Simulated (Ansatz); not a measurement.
HfO2: smallest direct gap on path against volume per atom

Results calculated with Ansatz 0.2.0, not measured. Periodic Kohn-Sham DFT of a crystal at fixed atoms; Kohn-Sham levels at symmetry points; band -1 is the highest filled and +1 the lowest empty one at that point, spin up along a +z start moment.

Cell of the first row (space group Fm-3m, No. 225):
```
CELL_PARAMETERS angstrom
0.00000 2.50530 2.50530
2.50530 0.00000 2.50530
2.50530 2.50530 0.00000
ATOMIC_POSITIONS crystal
Hf 0.00000 0.00000 0.00000
O 0.25000 0.25000 0.25000
O 0.75000 0.75000 0.75000
```

Settings of every row: method all-electron LAPW; functional LDA; relativity scalar; k mesh 9x9x9; filling fermi-dirac; smearing width 0.01 eV; basis error target 1 meV/atom; nucleus gaussian.

Atom start moment: 0 on all atoms.

Limits: no spin-orbit coupling on heavy atoms; semilocal functionals tend to give too small a gap.

| row | volume per atom (Å³) | smallest direct gap on path (eV) | band gap (eV) |
| --- | --- | --- | --- |
| 1 | 10.483 | 3.643 | 3.643 |
| 2 | 10.706 | 3.594 | 3.594 |
| 3 | 10.929 | ? | ? |
| 4 | 11.041 | 3.523 | 3.523 |
| 5 | 11.152 | 3.499 | 3.499 |
| 6 | 11.264 | 3.476 | 3.476 |
| 7 | 11.375 | 3.452 | 3.452 |
| 8 | 11.598 | 3.405 | 3.405 |
| 9 | 11.821 | 3.359 | 3.359 |

Question: what smallest direct gap on path should row 3 give?

Worked fit of smallest direct gap on path. Take t = volume per atom − 11, in Å³. The shown rows have t = -0.517, -0.294, 0.041, 0.152, 0.264, 0.375, 0.598, 0.821. Their means are 0.18 and 3.4939 eV; the sums about the means are S_tt = 1.361 and S_ty = -0.2889, whose ratio is the slope. Least squares give smallest direct gap on path = 3.5321 − 0.2122 × t eV. The rows lie off it by 0.001, 0.000, 0.000, -0.001, 0.000, -0.001, 0.000, 0.001. The withheld row has t = -0.071, so the fit gives 3.5321 − 0.2122 × (-0.071) = 3.547 eV.

The calculation gave 3.547 eV. The fit meets it to the printed digit.

The other values of row 3: band gap 3.547 eV.
